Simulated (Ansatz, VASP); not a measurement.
**One calculation of Ta, two programs**

File INCAR:

```
SYSTEM = Ta
PREC     = Accurate       ! precision mode
ENCUT    = 520            ! plane-wave cutoff, eV
EDIFF    = 1E-7           ! SCF threshold, eV
ISMEAR   = -1             ! smearing method
SIGMA    = 0.1            ! smearing width, eV
LREAL    = .FALSE.        ! projectors in reciprocal space
LASPH    = .TRUE.         ! aspherical terms in the spheres
NELM     = 80             ! most SCF steps
ALGO     = Normal         ! electronic algorithm
ISIF     = 2              ! what is computed and relaxed
LWAVE    = .FALSE.        ! write WAVECAR
LCHARG   = .FALSE.        ! write CHGCAR
GGA      = RP             ! functional
NBANDS   = 18             ! bands
```

File KPOINTS:

```
regular mesh
0
G
  14 14 7
  0 0 0
```

POSCAR

```
Ta
1.0
    2.8374945399      0.0000000000      0.0000000000
   -1.4187472700      2.4573423546      0.0000000000
    0.0000000000      0.0000000000      5.0332802397
Ta
2
Direct
    0.3333333333      0.6666666667      0.2500000000
    0.6666666667      0.3333333333      0.7500000000
```

Input for Ansatz:

```yaml
crystal:
  lattice:
    - [2.8374945399, 0.0, 0.0]
    - [-1.41874727, 2.4573423546, 0.0]
    - [0.0, 0.0, 5.0332802397]
  atoms:
    - { symbol: Ta, position: [0.3333333333, 0.6666666667, 0.25] }
    - { symbol: Ta, position: [0.6666666667, 0.3333333333, 0.75] }
hamiltonian:
  xc: rpbe
  pseudopotentials:
    kind: paw
    azcp:
      Ta: "pseudopotentials/Ta.paw.azcp"
basis:
  ecutwfc: 420
  fft_grid_basis: typed
kpoints:
  mp_grid: { grid: [14, 14, 7], shift: [0, 0, 0] }
magnetization:
  spin_polarized: false
scf:
  occupations: { method: fermi_dirac, width: 0.1 }
  lower_state_search: "off"
output:
  stress: true
  write_density: true
  write_potential: true
  elf: true
  volumetric_format: npy
```

Alike in both runs: task single point; functional RPBE; k mesh 14 × 14 × 7; occupations fermi-dirac, width 0.1 eV; no spin polarisation.

|  | VASP | Ansatz |
| --- | --- | --- |
| version | VASP 6.6.1 | Ansatz 0.2.0 |
| potentials or method | VASP PAW PBE potentials, release 64 (Ta_pv) | plane waves (420 eV) with PAW, scalar-relativistic |
| plane-wave cutoff (eV) | 520 | 420 |
| valence electrons in the cell | 22 | 26 |

Ansatz gave:

* pressure (GPa): 18.0
* largest component of the traceless stress (GPa): 1.46

Q: What did VASP give for the same quantities?

A: Pressure (GPa): 18.1; largest component of the traceless stress (GPa): 1.48.

The functional is the same, so the differences come from potentials, cutoffs and numerics. The two sets of potentials don't hold the same shells in valence.

Caveats: so large a pressure means that the cell lies far from this level's equilibrium, or that cutoff or potentials fall short (VASP); the potentials were made for another functional, which shifts forces and pressure (VASP). The runs have no spin-orbit coupling, so splittings on Ta are missing.
